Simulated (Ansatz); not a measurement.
Input and command of a calculation in Ansatz (plane waves; scalar-relativistic PAW potentials unless the input names others):

```yaml
crystal:
  lattice:
    - [0.0, 2.3677547666, 2.3677547666]
    - [2.3677547666, 0.0, 2.3677547666]
    - [2.3677547666, 2.3677547666, 0.0]
  atoms:
    - { symbol: B, position: [0.0, 0.0, 0.0] }
    - { symbol: As, position: [0.25, 0.25, 0.25] }
basis:
  ecutwfc: 500
kpoints:
  mp_grid: { grid: [3, 3, 3] }
hamiltonian:
  xc: r2scan
scf:
  occupations: { method: gaussian, width: 0.02 }
output:
  forces: true
  eigenvalues: true
  stress: true
accuracy: medium
```

```bash
ansatz run input.yaml --threads 1 --pin off --max-ram 2560MiB --backend cpu --events-out ev --progress --plain --runs-dir out
```

Abridged log:
```
Basis set: ecut = 500 eV, 645 PW (Γ), exchange–correlation on 100×100×100 points (64 copies of the dense FFT grid, shifted against one another)
Bands: 13, of which v1, the nominal top of the filled ones, is band 9 counted from 1 (8 counted from 0)
Symmetry: 24 space group operations
k-points: 4 of 27 (time reversal used)
SCF iter   1: F=—  HF=-5020.631744 eV  |F-HF|=—  |Δ(HF+E_count)|=         —  Δρ=8.69e-3  dr2=1.96e-2  dr2_τ=1.27e-1  ethr=1.77e-3  ⟨swp⟩=6.0  Hψ=297  notcnv=0
SCF iter   2: F=—  HF=-5020.665564 eV  |F-HF|=—  |Δ(HF+E_count)|=   3.38e-2  Δρ=4.22e-3  dr2=3.29e-3  dr2_τ=8.26e-5  ethr=1.09e-4  ⟨swp⟩=2.5  Hψ=138  notcnv=0
SCF iter   3: F=—  HF=-5020.665981 eV  |F-HF|=—  |Δ(HF+E_count)|=   4.18e-4  Δρ=1.48e-3  dr2=4.21e-4  dr2_τ=8.15e-6  ethr=1.83e-5  ⟨swp⟩=3.0  Hψ=104  notcnv=0
SCF iter   4: F=—  HF=-5020.665995 eV  |F-HF|=—  |Δ(HF+E_count)|=   1.32e-5  Δρ=1.96e-4  dr2=6.84e-6  dr2_τ=1.20e-6  ethr=2.34e-6  ⟨swp⟩=2.0  Hψ=78  notcnv=0
SCF iter   5: F=—  HF=-5020.665997 eV  |F-HF|=—  |Δ(HF+E_count)|=   2.12e-6  Δρ=6.28e-5  dr2=4.74e-7  dr2_τ=1.84e-8  ethr=3.80e-8  ⟨swp⟩=2.2  Hψ=67  notcnv=0
SCF iter   6: F=-5020.665997 eV  HF=-5020.665997 eV  |F-HF|=1.96e-8  |Δ(HF+E_count)|=   2.68e-7  Δρ=1.38e-5  dr2=2.10e-8  dr2_τ=9.09e-10  ethr=5.56e-10  ⟨swp⟩=5.2  Hψ=222  notcnv=0
SCF 1 converged in 6 iterations: F = -5020.665997 eV  dr2 = 2.10e-8
SCF converged after 6 iterations
Free energy (F): -5020.665997 eV
Harris-Foulkes:  -5020.665997 eV  (|F-HF|=1.96e-8)
Internal energy: -5020.665997 eV  (E = F + TS)
E sigma→0 (E₀):  -5020.665997 eV
Fermi energy:    12.260289 eV
--- Forces (eV/Å), atoms counted from 1 ---
  atom   1  B      0.00000000     0.00000000     0.00000000
  atom   2  As     0.00000000     0.00000000     0.00000000
--- Stress (GPa, compression-positive) ---
        7.180731       0.000000       0.000000
        0.000000       7.180731       0.000000
        0.000000       0.000000       7.180731
  P = ⅓ Tr σ = 7.1807 GPa (71.807 kbar)
```

Apart from outputs and empty bands, the input differs from a reference run on usual settings in accuracy: not typed → "medium"; kpoints.mp_grid.grid: [10, 10, 10] → [3, 3, 3]. The reference, at the same geometry (not necessarily relaxed), gave pressure 4.57 GPa, largest force 0.000 eV/Å, gap on the mesh 1.34 eV. This run converged in 6 SCF iterations (reference: 6) with an energy at zero smearing 332 meV/atom above the reference's, pressure 7.18 GPa, largest force 0.000 eV/Å, gap on the mesh 1.40 eV. Its k mesh is looser than usual, and the result moved.

Time: 1.3 s on 1 thread of Arm Neoverse V1, on a shared host, peak memory 0.31 GiB.